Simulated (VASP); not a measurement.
# NaCl: optical spectrum of independent particles, by functional

NaCl, Fm-3m (no. 225), 2 atoms in the cell.

| Functional | ε at zero frequency, electronic | Mean energy of the absorption, weighted by Im ε (eV) | Refractive index at 633 nm | Refractive index at 1064 nm | Direct gap on the mesh (eV) | Time (s) |
|---|---|---|---|---|---|---|
| PBE | 2.74 | 11.08 | 1.68 | 1.66 | 5.21 | 2.9 |
| LDA | 2.87 | 10.72 | 1.72 | 1.70 | 4.80 | 2.7 |
| PBEsol | 2.80 | 10.92 | 1.70 | 1.68 | 5.03 | 3.6 |
| r2SCAN | 2.56 | 11.81 | 1.62 | 1.61 | 6.04 | 18 |
| TB-mBJ | 2.14 | 13.63 | 1.47 | 1.47 | 8.57 | 21 |
| SCAN | 2.57 | 11.77 | 1.62 | 1.61 | 5.99 | 16 |

Limits: The pull between electron and hole is left out; rows 1, 2, 3, 4, 6: the onset follows the functional's gap, which semilocal functionals usually make too small.

## Input of the first row

INCAR:
```
PREC     = Accurate       # precision mode
ENCUT    = 300            # plane-wave cutoff, eV
ISMEAR   = 0              # smearing method
SIGMA    = 0.02           # smearing width, eV
EDIFF    = 1E-7           # SCF threshold, eV
LASPH    = True           # aspherical terms in the spheres
KPAR     = 4            
LWAVE    = True           # write WAVECAR
LCHARG   = False          # write CHGCAR
LOPTICS  = True           # frequency-dependent dielectric function
ALGO     = Normal         # electronic algorithm
NBANDS   = 23             # bands
NEDOS    = 2000           # points of the DOS
CSHIFT   = 0.1          
GGA      = PE             # functional
```

KPOINTS:
```
k-points
0
Gamma
  10 10 10
```

POSCAR:
```
NaCl
1.0
    0.0000000000      2.7940632177      2.7940632177
    2.7940632177      0.0000000000      2.7940632177
    2.7940632177      2.7940632177      0.0000000000
Cl Na
1 1
Direct
    0.5000000000      0.5000000000      0.5000000000
    0.0000000000      0.0000000000      0.0000000000
```

Commands:
```
cat potpaw_PBE.64/Cl/POTCAR potpaw_PBE.64/Na_pv/POTCAR > POTCAR
mpirun -np 4 vasp_std > vasp.out
```

Changes of the last row against the first:
```
- GGA = PE
+ METAGGA = SCAN
+ LMIXTAU = True
```

VASP 6.6.1 took 2.9 s on 4 cores (Intel Xeon 6975P-C (Granite Rapids)), a shared host.
